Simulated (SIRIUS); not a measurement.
Mo:

```xyz
1
Lattice="-1.5838 1.5838 1.5838 1.5838 -1.5838 1.5838 1.5838 1.5838 -1.5838" Properties=species:S:1:pos:R:3 pbc="T T T"
Mo    0.0000    0.0000    0.0000
```

* Program: SIRIUS 7.12.0
* Task: relaxation of cell and atoms
* Functional: BLYP
* Dispersion: D3
* Potentials or basis: PseudoDojo 0.4.1 PBE standard (scalar relativistic)
* Cutoff: 1102 eV
* Density cutoff: 4408 eV
* k mesh: 8 × 8 × 8
* Occupations: fermi-dirac, width 0.05 eV
* Spin: no spin polarisation

At the start: pressure -6.6 GPa; volume 15.89 Å³/atom.

How do energy, volume and symmetry change on relaxing?

Over 3 steps the energy falls by 8.7 meV/atom and the volume is 15.48 Å³/atom (-2.6 %); space group Im-3m (No. 229, to 0.05 Å).

The path:
```csv
step,energy change (eV),largest force (eV/Å),pressure (GPa),volume (Å³)
1,0.0000,0.0000,-6.59,15.89
2,-0.0086,0.0000,0.43,15.45
3,-0.0087,0.0000,-0.01,15.48
```

Final structure:
```
Mo
1.0
    -1.56996    1.56996    1.56996
     1.56996   -1.56996    1.56996
     1.56996    1.56996   -1.56996
Mo
1
Direct
  0.00000 0.00000 0.00000
```

Caveat: the potentials were made for another functional, which shifts forces and pressure; pairwise dispersion overbinds metals, which lowers pressure and volume.
